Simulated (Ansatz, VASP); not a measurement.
Rh in VASP and in Ansatz

INCAR

```
SYSTEM = Rh
PREC = Accurate ; ENCUT = 520
EDIFF = 1E-8 ; ISMEAR = -1
SIGMA = 0.05 ; LREAL = .FALSE.
LASPH = .TRUE. ; NELM = 100
ALGO = Normal ; ISIF = 2
LWAVE = .FALSE. ; LCHARG = .FALSE.
GGA = PE ; LEFG = .TRUE.
NBANDS = 14
```

The input KPOINTS:

```
regular mesh
0
G
  16 16 16
  0 0 0
```

Contents of POSCAR:

```
Rh
1.0
    0.0000000000      1.9152881739      1.9152881739
    1.9152881739      0.0000000000      1.9152881739
    1.9152881739      1.9152881739      0.0000000000
Rh
1
Direct
    0.0000000000      0.0000000000      0.0000000000
```

Input for Ansatz:

```yaml
crystal:
  lattice:
    - [0.0, 1.9152881739, 1.9152881739]
    - [1.9152881739, 0.0, 1.9152881739]
    - [1.9152881739, 1.9152881739, 0.0]
  atoms:
    - { symbol: Rh, position: [0.0, 0.0, 0.0] }
kpoints:
  mp_grid: { grid: [16, 16, 16] }
  band_path:
    path:
      - [0.0, 0.0, 0.0]
      - [0.5, 0.0, 0.5]
      - [0.625, 0.25, 0.625]
      - [0.375, 0.375, 0.75]
      - [0.0, 0.0, 0.0]
      - [0.5, 0.5, 0.5]
      - [0.5, 0.25, 0.75]
      - [0.5, 0.0, 0.5]
    npoints: 14
scf:
  occupations: { method: fermi_dirac, width: 0.05 }
hamiltonian:
  xc: pbe
  pseudopotentials: { kind: paw }
output:
  forces: true
  stress: true
  eigenvalues: true
  efg: { contact_densities: true }
  populations: true
  bader: true
  dos: { projected: true, de: 0.2, e_range: [-14, 8] }
  write_density: true
  write_potential: true
  elf: true
  volumetric_format: npy
```

Alike in both runs: task electric field gradients; functional PBE; k mesh 16 × 16 × 16; occupations fermi-dirac, width 0.05 eV; no spin polarisation.

```csv
,VASP,Ansatz
version,VASP 6.6.1,Ansatz 0.2.0
potentials or method,"VASP PAW PBE potentials, release 64 (Rh_pv)","PAW with Ansatz's default frozen-core files, scalar-relativistic"
plane-wave cutoff (eV),520,420
valence electrons in the cell,15,17
```

|  | VASP | Ansatz | Ansatz less VASP |
| --- | --- | --- | --- |
| pressure (GPa) | 0.0 | 0.0 | -0.04 |
| Vzz of the field gradient on the site that differs most (V/Å²) | 0.0 | 0.0 | 0.00 |

The two sets of potentials don't hold the same shells in valence. Ansatz warned: «gradients_without_spin_orbit».
